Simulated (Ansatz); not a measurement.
**Compressing CsBr: a fit and a missing row**

CsBr, Pm-3m, a = 4.389 Å. Ansatz: PBE, PAW, 420 eV, Γ-centred 6×6×6 mesh on 2 atoms, Gaussian smearing 0.02 eV; no spin polarisation. Symmetry fixes shape and atoms, so the cell is only scaled; pressure is positive in compression.

```tsv
V (Å³/atom)	P (GPa)
37.208	?
38.477	1.47
39.745	0.89
41.014	0.41
42.282	0.00
43.551	-0.33
44.819	-0.61
46.511	-0.91
```

Problem. Take V0 = 42.282 Å³/atom, fit the third-order Birch–Murnaghan form to the other rows, and predict the missing pressure.

Solution. With the Eulerian strain f = ½[(V0/V)^(2/3) − 1] and y = P/[3f(1 + 2f)^(5/2)], the form is the line y = B0 + 1.5 B0 (B0′ − 4) f. Rows (f, y): 0.03244, 12.91; 0.02106, 12.71; 0.01025, 12.67; -0.00976, 11.84; -0.01905, 11.76; -0.03079, 11.55. Means f = 0.0006917, y = 12.240; Σ(Δf)² = 0.003004, ΣΔfΔy = 0.07033; the slope is their ratio. y = 12.22 + 23.41 f GPa, so B0 = 12.2 GPa and B0′ = 4 + 2 × (23.41)/(3 × 12.22) = 5.28. At V = 37.208, f = 0.04448, y = 13.261 and P = 2.19 GPa. The run gave 2.17 GPa, so the fit is 0.02 GPa too high, a small miss on the scale of the series.